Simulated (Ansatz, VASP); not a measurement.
LiF (Griceite): VASP beside Ansatz

```
F Li
1.0
     0.00000    1.98678    1.98678
     1.98678    0.00000    1.98678
     1.98678    1.98678    0.00000
F Li
1 1
Direct
  0.50000 0.50000 0.50000
  0.00000 0.00000 0.00000
```

Alike in both runs: task single point; functional LDA; k mesh 11 × 11 × 11; occupations fermi-dirac, width 0.05 eV; no spin polarisation.

```csv
,VASP,Ansatz
version,VASP 6.6.1,Ansatz 0.2.0
potentials or method,"VASP PAW LDA potentials, release 64 (F, Li_sv)",Ansatz PAW
plane-wave cutoff (eV),520,420
valence electrons in the cell,10,10
```

```tsv
	VASP	Ansatz	Ansatz less VASP
gap on the k mesh at the Fermi level (eV)	9.21	9.22	+0.007
least direct gap on the mesh (eV)	9.21	9.22	+0.007
```

Caveats: an odd mesh through Γ misses points on the zone boundary, where band edges often lie (VASP); odd divisions of the mesh miss points on the zone boundary, where band edges often lie, so the gap on the mesh can be too wide (Ansatz).
